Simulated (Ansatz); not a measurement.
This Ansatz 0.2.0 run on HgSe needs a look.

File input.yaml:

```yaml
crystal:
  lattice:
    - [0.0, 3.039, 3.039]
    - [3.039, 0.0, 3.039]
    - [3.039, 3.039, 0.0]
  atoms:
    - { symbol: Hg, position: [0.0, 0.0, 0.0] }
    - { symbol: Se, position: [0.75, 0.75, 0.75] }
kpoints:
  mp_grid: { grid: [8, 8, 8] }
scf:
  occupations: { method: fermi_dirac, width: 0.05 }
  max_iter: 100
hamiltonian:
  Xc: lda
  pseudopotentials: { kind: all_electron, lapw: { basis_error: 0.001 } }
output:
  forces: true
  stress: true
relax:
  f_tol: 0.01
  max_steps: 60
  cell: {}
```

Potentials or basis: all-electron LAPW, scalar-relativistic.

Launch:

```console
$ ansatz run input.yaml --threads 1 --pin off --max-ram 3072MiB --backend cpu --events-out ev --progress --plain --runs-dir out
```

Output:

```text
Error: YAML parse error: error: line 15 column 3: unknown field `Xc`, expected one of xc, dispersion, noncollinear_xc, pseudopotentials, hubbard, deformation_potential_offset, integrals
  --> <input>:15:3
   |
13 |   max_iter: 100
14 | hamiltonian:
15 |   Xc: lda
   |   ^ unknown field `Xc`, expected one of xc, dispersion, noncollinear_xc, pseudopotentials, hubbard, deformation_potential_offset, integrals
16 |   pseudopotentials: { kind: all_electron, lapw: { basis_error: 0.00…
17 | output:
   |
```

Q: How did it end, and where is the flaw?

A: The program refused the input. The input holds a flaw that was put in on purpose: a misspelt key (hamiltonian.xc = Xc).

A sound run on the same cell differs in these lines of the main input:
```diff
@@ -13 +12,0 @@
-  max_iter: 100
@@ -15 +14 @@
-  Xc: lda
+  xc: lda
@@ -21 +20 @@
-  f_tol: 0.01
+  f_tol: 0.02
```
